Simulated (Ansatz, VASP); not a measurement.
Two plane-wave programs on PtS2

```xyz
12
Lattice="7.1666 0.0000 0.0000 -3.5833 6.2065 0.0000 0.0000 0.0000 18.4127" Properties=species:S:1:pos:R:3 pbc="T T T"
S     1.7917    1.0344    8.0000
S     0.0000    4.1376    8.0000
S     5.3750    1.0344    8.0000
S     3.5833    4.1376    8.0000
S     0.0000    2.0688   10.4355
S    -1.7917    5.1721   10.4355
S     3.5833    2.0688   10.4355
S     1.7917    5.1721   10.4355
Pt    0.0000    0.0000    9.2177
Pt   -1.7917    3.1032    9.2177
Pt    3.5833    0.0000    9.2177
Pt    1.7917    3.1032    9.2177
```

Alike in both runs: functional PBE; dispersion D3(BJ); k mesh 3 × 3 × 1; occupations gaussian, width 0.05 eV; no spin polarisation.

Ansatz relaxed the structure, and its values are those at the end. VASP's run is a single point on that final structure, the one shown.

```csv
,VASP,Ansatz
version,VASP 6.6.1,Ansatz 0.2.0
potentials or method,"VASP PAW PBE potentials, release 64 (S, Pt)","scalar-relativistic, plane waves, PAW"
plane-wave cutoff (eV),520,420
valence electrons in the cell,88,120
```

|  | VASP | Ansatz | Ansatz less VASP |
| --- | --- | --- | --- |
| gap on the k mesh at the Fermi level (eV) | 2.03 | 2.03 | 0.000 |
| least direct gap on the mesh (eV) | 2.07 | 2.08 | +0.001 |
| rms of the force components (eV/Å) | 0.017 | 0.000 | -0.0171 |

The two sets of potentials don't hold the same shells in valence.

Caveats: spin-orbit coupling is left out, which moves the levels of the heavy elements.
